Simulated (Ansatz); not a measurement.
La2O3:

```
CELL_PARAMETERS angstrom
6.26678 0.00000 0.00000
-3.13339 5.42719 0.00000
0.00000 0.00000 3.29977
ATOMIC_POSITIONS crystal
La 0.66667 0.33333 0.50000
La 0.33333 0.66667 0.50000
O 0.50801 0.00000 0.00000
O 0.00000 0.50801 0.00000
O 0.49199 0.49199 0.00000
```

The cell comes from a database or a generator and needn't be the stable form of this composition.

Base run:

- Program: Ansatz 0.2.0
- Functional: r2SCAN
- Potentials or basis: Ansatz PAW
- Cutoff: 500 eV (not typed: the program's choice for these potentials)
- k mesh: 5 × 5 × 8
- Occupations: fermi-dirac, width 0.05 eV
- Spin: no spin polarisation

Its results: band gap on the k mesh 1.85 eV, indirect (least direct gap 2.40 eV); pressure 1.4 GPa; largest force 0.050 eV/Å.

Q: The run is repeated on the same cell with these changes: functional from r2SCAN to LDA; cutoff from 500 eV (not typed: the program's choice for these potentials) to 420 eV (not typed: the program's choice for these potentials). What comes out?

A: Band gap on the k mesh 1.39 eV, indirect (least direct gap 1.91 eV); pressure -3.3 GPa; largest force 0.073 eV/Å.

r2SCAN gives the wider gap, since meta-GGAs in the generalised Kohn-Sham scheme recover part of the derivative discontinuity.

Caveats: spin-orbit coupling is left out, which moves the levels of the heavy elements; the PAW data sets come from PBE, with cores solved anew for the run's functional, which leaves a small shift of forces and pressure; the magnetic or orbital state may not be the lowest (some runs).
